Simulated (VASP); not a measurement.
# InSb (F-43m) in VASP: band structure with PBE

Aim: the band structure of InSb with PBE.

Everything below comes from runs of VASP 6.6.1. Logs are shortened: lines on timing, memory, paths and dates and some standing lists are left out, and cuts for length are marked.

**Measured values to compare with.**

“Electronic Structure and Epitaxy of CdTe Shells on InSb Nanowires”, 2021, arxiv:2111.05126 quotes, for a bulk crystal of InSb: band gap 0.24 eV.

The results are compared with them further down.

## Step 1: The structure

The structure is cubic, space group F-43m (No. 216). The conventional cell has a = 6.634 Å, b = 6.634 Å, c = 6.634 Å, α = 90.00°, β = 90.00°, γ = 90.00°. Around In (site symmetry -43m) lie 4 Sb at 2.87 Å. Around Sb (site symmetry -43m) lie 4 In at 2.87 Å.

## Step 2: Band structure, PBE

Input file POSCAR:

```
InSb                                    
1.0
    0.0000000000      3.3169758586      3.3169758586
    3.3169758586      0.0000000000      3.3169758586
    3.3169758586      3.3169758586      0.0000000000
  In              Sb            
     1     1
Direct
     0.0000000000000000    0.0000000000000000    0.0000000000000000
     0.2500000000000000    0.2500000000000000    0.2500000000000000
```

Input file INCAR.step1:

```
  PREC = Accurate
  ENCUT = 520
  EDIFF = 1E-7
  ISMEAR = 0
  SIGMA = 0.02
  LREAL = False
  LASPH = True
  NELM = 80
  ALGO = Fast
  ISIF = 2
  LWAVE = False
  LCHARG = True
  GGA = PE
  NBANDS = 16
  AMIX = 0.2
```

Input file KPOINTS.step1:

```
Automatic mesh
0
Gamma
  8 8 8
```

Input file INCAR.step2:

```
  PREC = Accurate
  ENCUT = 520
  EDIFF = 1E-7
  ISMEAR = 0
  SIGMA = 0.05
  LREAL = False
  LASPH = True
  NELM = 80
  ALGO = Fast
  ISIF = 2
  LWAVE = False
  LCHARG = False
  GGA = PE
  NBANDS = 16
  AMIX = 0.2
  ICHARG = 11
```

Input file KPOINTS.step2:

```
path GXWKGLUWLK,UX
15
line-mode
reciprocal
 0.0000000000  0.0000000000  0.0000000000  G
 0.5000000000  0.0000000000  0.5000000000  X

 0.5000000000  0.0000000000  0.5000000000  X
 0.5000000000  0.2500000000  0.7500000000  W

 0.5000000000  0.2500000000  0.7500000000  W
 0.3750000000  0.3750000000  0.7500000000  K

 0.3750000000  0.3750000000  0.7500000000  K
 0.0000000000  0.0000000000  0.0000000000  G

 0.0000000000  0.0000000000  0.0000000000  G
 0.5000000000  0.5000000000  0.5000000000  L

 0.5000000000  0.5000000000  0.5000000000  L
 0.6250000000  0.2500000000  0.6250000000  U

 0.6250000000  0.2500000000  0.6250000000  U
 0.5000000000  0.2500000000  0.7500000000  W

 0.5000000000  0.2500000000  0.7500000000  W
 0.5000000000  0.5000000000  0.5000000000  L

 0.5000000000  0.5000000000  0.5000000000  L
 0.3750000000  0.3750000000  0.7500000000  K

 0.6250000000  0.2500000000  0.6250000000  U
 0.5000000000  0.0000000000  0.5000000000  X
```

Potentials or basis: VASP PAW PBE potentials, release 64 (In_d, Sb).

Command:

```console
$ cat potpaw_PBE.64/In_d/POTCAR potpaw_PBE.64/Sb/POTCAR > POTCAR
$ cp INCAR.step1 INCAR
$ cp KPOINTS.step1 KPOINTS
$ mpirun -np 1 vasp_std > vasp.out
$ cp INCAR.step2 INCAR
$ cp KPOINTS.step2 KPOINTS
$ mpirun -np 1 vasp_std > vasp.out
```

OUTCAR:

```text
PREC = Accurate
   ENCUT = 520
   EDIFF = 1E-7
   ISMEAR = 0
   LREAL = False
   LASPH = True
   NELM = 80
   ISIF = 2
   GGA = PE
   AMIX = 0.2
   ICHARG = 11

 ion  position               nearest neighbor table
   1  0.000  0.000  0.000-   2 2.87   2 2.87   2 2.87   2 2.87
   2  0.250  0.250  0.250-   1 2.87   1 2.87   1 2.87   1 2.87

  LATTYP: Found a face centered cubic cell.
 ALAT       =     6.6339517172

  Lattice vectors:

 A1 = (   0.0000000000,   3.3169758586,   3.3169758586)
 A2 = (   3.3169758586,   0.0000000000,   3.3169758586)
 A3 = (   3.3169758586,   3.3169758586,   0.0000000000)

Analysis of symmetry for initial positions (statically):
=====================================================================
 Subroutine PRICEL returns:
 Original cell was already a primitive cell.

 Routine SETGRP: Setting up the symmetry group for a
 face centered cubic supercell.

 Subroutine GETGRP returns: Found 24 space group operations
 (whereof 24 operations were pure point group operations)
 out of a pool of 48 trial point group operations.

The static configuration has the point symmetry T_d .

Analysis of symmetry for dynamics (positions and initial velocities):
=====================================================================
 Subroutine PRICEL returns:
 Original cell was already a primitive cell.

 Routine SETGRP: Setting up the symmetry group for a
 face centered cubic supercell.

 Subroutine GETGRP returns: Found 24 space group operations
 (whereof 24 operations were pure point group operations)
 out of a pool of 48 trial point group operations.

The dynamic configuration has the point symmetry T_d .

 Subroutine INISYM returns: Found 24 space group operations
 (whereof 24 operations are pure point group operations),
 and found     1 'primitive' translations

----------------------------------------------------------------------------------------

                                     Primitive cell

  volume of cell :      72.9889

  direct lattice vectors                    reciprocal lattice vectors
     0.000000000  3.316975859  3.316975859    -0.150739716  0.150739716  0.150739716
     3.316975859  0.000000000  3.316975859     0.150739716 -0.150739716  0.150739716
     3.316975859  3.316975859  0.000000000     0.150739716  0.150739716 -0.150739716

  length of vectors
[... 75 lines left out ...]
   NELM   =     80;   NELMIN=  2; NELMDL=  0     # of ELM steps
   EDIFF  = 0.1E-06   stopping-criterion for ELM
   LREAL  =      F    real-space projection
   EDIFFG = 0.1E-05   stopping-criterion for IOM
   NSW    =      0    number of steps for IOM
   IBRION =     -1    ionic relax: 0-MD 1-quasi-New 2-CG
   NFREE  =      0    steps in history (QN), initial steepest desc. (CG)
   ISIF   =      2    stress and relaxation
   ISYM   =      2    0-nonsym 1-usesym 2-fastsym
   POTIM  = 0.5000    time-step for ionic-motion
   TEBEG  =    0.0;   TEEND  =   0.0 temperature during run
   PSTRESS=    0.0 pullay stress
   NELECT =      18.0000    total number of electrons
   NUPDOWN=      -1.0000    fix difference up-down
   EMIN   =  10.00;   EMAX   =-10.00  energy-range for DOS
   EFERMI =   0.00;   METHOD = LEGACY
   ISMEAR =     0;   SIGMA  =   0.05  broadening in eV -4-tet -1-fermi 0-gaus
   EFERMI_NEDOS =   21; number of points for ismear=-14 and -15
   IALGO  =     68    algorithm
   IMIX   =      4    mixing-type and parameters
     AMIX     =   0.20;   BMIX     =  1.00
     AMIX_MAG =   0.80;   BMIX_MAG =  1.00
  volume/ion in A,a.u.               =      36.49       246.28
  Fermi-wavevector in a.u.,A,eV,Ry     =   1.026629  1.940047 14.340082  1.053966
  Thomas-Fermi vector in A             =   2.160531
   LORBIT       =      0    0 simple, 1 ext, 2 COOP (PROOUT), +10 PAW based schemes
   GGA     = PE    functional components
   LHFCALC =     F    Hartree Fock is set to
   AEXX    =    0.0000 exact exchange contribution
   IVDW    =     0    specifies the selected vdW correction
   LEPSILON=     F    determine dielectric tensor
   LRPA    =     F    only Hartree local field effects (RPA)
 non-spin polarized calculation
 RMM-DIIS sequential band-by-band and
 Gauss-broadening in eV      SIGMA  =   0.05
  energy-cutoff  :      520.00
  volume of cell :       72.99
 maximum number of plane-waves:      1989
 NGX is ok and might be reduce to    36

 number of electron      18.0000008 magnetization

 Free energy of the ion-electron system (eV)
  ---------------------------------------------------
  ext. energy  EPLUGINS =         0.00000000
  ---------------------------------------------------
  free energy    TOTEN  =        -7.08857602 eV

  energy without entropy =       -7.08671643  energy(sigma->0) =       -7.08764622

 E-fermi :   4.4074     XC(G=0):  -8.3843

 val. band max:        4.3856700949   @ k =   0.0000   0.0000   0.0000
 cond. band min:       4.5703937013   @ k =   0.0357   0.0357   0.0357
 fundamental gap:      0.1847236063
 Fermi energy:         4.4073520674

 k-point     1 :       0.0000    0.0000    0.0000
  band No.  band energies     occupation
      1     -10.0858      2.00000
      2     -10.0858      2.00000
      3     -10.0858      2.00000
      4     -10.0178      2.00000
      5     -10.0178      2.00000
      6      -5.9033      2.00000
[... 433 lines left out ...]
      3     -10.0534      2.00000
      4     -10.0279      2.00000
      5     -10.0131      2.00000
      6      -4.1667      2.00000
[... 8 lines left out ...]
     15      13.8305      0.00000
     16      14.5449      0.00000

 [... further k-points ...]

------------------------ aborting loop because EDIFF is reached ----------------------------------------

  FORCE on cell =-STRESS in cart. coord.  units (eV):
  Direction    XX          YY          ZZ          XY          YZ          ZX
  --------------------------------------------------------------------------------------
  -------------------------------------------------------------------------------------
  Total        0.1084159      0.1084159      0.1084159      0.0000000     -0.0000000     -0.0000000
  in kB        2.3798341      2.3798341      2.3798341      0.0000000     -0.0000000     -0.0000000
  external PRESSURE =       2.3798341 kB  Pullay stress =       0.0000000 kB

 VOLUME and BASIS-vectors are now :
 -----------------------------------------------------------------------------
  energy-cutoff  :      520.00
  volume of cell :       72.99
      direct lattice vectors                 reciprocal lattice vectors
     0.000000000  3.316975859  3.316975859    -0.150739716  0.150739716  0.150739716
     3.316975859  0.000000000  3.316975859     0.150739716 -0.150739716  0.150739716
     3.316975859  3.316975859  0.000000000     0.150739716  0.150739716 -0.150739716

 POSITION                                       TOTAL-FORCE (eV/Angst)
 -----------------------------------------------------------------------------------
      0.00000      0.00000      0.00000         0.000000      0.000000     -0.000000
      1.65849      1.65849      1.65849        -0.000000     -0.000000      0.000000
 -----------------------------------------------------------------------------------
    total drift:                               -0.000000     -0.000000     -0.000000

  FREE ENERGIE OF THE ION-ELECTRON SYSTEM (eV)
  ---------------------------------------------------
  free  energy   TOTEN  =        -7.0885760224 eV

  energy  without entropy=       -7.0867164268  energy(sigma->0) =       -7.08764622
```

It took 3.9 min on 1 thread of AMD EPYC 7R13 (Zen 3), shared host; peak memory 0.29 GiB.

What came out:

```yaml
Band_gap_along_the_path: none (metal or under the smearing width)
```

Levels at the corners of the path, in eV from the Fermi level:
| point | band 7 | band 8 | band 9 | band 10 | band 11 | band 12 |
| --- | --- | --- | --- | --- | --- | --- |
| Γ | -0.59 | -0.01 | -0.01 | -0.01 | 2.96 | 2.96 |
| X | -5.63 | -2.04 | -2.04 | 1.35 | 1.46 | 7.73 |
| X | -5.63 | -2.04 | -2.04 | 1.35 | 1.46 | 7.73 |
| W | -5.54 | -2.58 | -2.45 | 3.25 | 3.97 | 4.08 |
| W | -5.54 | -2.58 | -2.45 | 3.25 | 3.97 | 4.08 |
| K | -5.51 | -2.81 | -1.73 | 1.64 | 3.58 | 6.01 |
| K | -5.51 | -2.81 | -1.73 | 1.64 | 3.58 | 6.01 |
| Γ | -0.59 | -0.01 | -0.01 | -0.01 | 2.96 | 2.96 |
| Γ | -0.59 | -0.01 | -0.01 | -0.01 | 2.96 | 2.96 |
| L | -5.31 | -0.91 | -0.91 | 0.41 | 3.79 | 3.79 |
| L | -5.31 | -0.91 | -0.91 | 0.41 | 3.79 | 3.79 |
| U | -5.51 | -2.81 | -1.73 | 1.64 | 3.58 | 6.01 |
| U | -5.51 | -2.81 | -1.73 | 1.64 | 3.58 | 6.01 |
| W | -5.54 | -2.58 | -2.45 | 3.25 | 3.97 | 4.08 |
| W | -5.54 | -2.58 | -2.45 | 3.25 | 3.97 | 4.08 |
| L | -5.31 | -0.91 | -0.91 | 0.41 | 3.79 | 3.79 |
| L | -5.31 | -0.91 | -0.91 | 0.41 | 3.79 | 3.79 |
| K | -5.51 | -2.81 | -1.73 | 1.64 | 3.58 | 6.01 |
| U | -5.51 | -2.81 | -1.73 | 1.64 | 3.58 | 6.01 |
| X | -5.63 | -2.04 | -2.04 | 1.35 | 1.46 | 7.73 |

Caveat: the log is that of the step along the path at fixed density, whose energy, stress, charges and moments have no meaning; spin-orbit coupling is left out, which moves the levels of the heavy elements; this crystal is a semiconductor, whose small gap the functional closes, so the metal is an error of the method.

## Step 3: Comparison with measurements

Step 2. A measured gap of InSb is 0.24 eV (quoted in “Electronic Structure and Epitaxy of CdTe Shells on InSb Nanowires”, 2021, arxiv:2111.05126); the calculated 0.00 eV misses it by -0.24 eV. Spin-orbit coupling on In, Sb is left out. The value is that of PBE, without temperature or zero-point motion. Semilocal functionals fall short of measured gaps as a rule.
